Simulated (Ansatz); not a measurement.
BiTe (Fm-3m), zone-centre modes

Method: DFT PBE, scalar-relativistic, plane waves, PAW in Ansatz. The runs took a 420 eV cutoff, a Γ-centred 16×16×16 mesh and Gaussian smearing (0.15 eV). Spin–orbit coupling is left out, which can shift energies with elements as heavy as these. No spin polarisation.

Reference structure (relaxed at this level; it needn't be the usual structure):

```
Bi Te
1.0
     0.00000    3.25119    3.25119
     3.25119    0.00000    3.25119
     3.25119    3.25119    0.00000
Bi Te
1 1
Cartesian
  0.0000 0.0000 0.0000
  3.2512 3.2512 3.2512
```

Harmonic modes by finite displacements of 0.02 Å, without the LO–TO term.

Q: At this geometry, is the structure stable against these modes?

A: Yes: no mode is imaginary beyond 10 cm⁻¹, and only the three translations lie near zero.

Q: List the wavenumbers in cm⁻¹.

A: 0, 0, 0, 90, 90, 90.

Cost: 1 run of about 2.5 core-minutes, on Intel Xeon Processor @ 2.50GHz (Skylake/Cascade Lake) (shared hosts).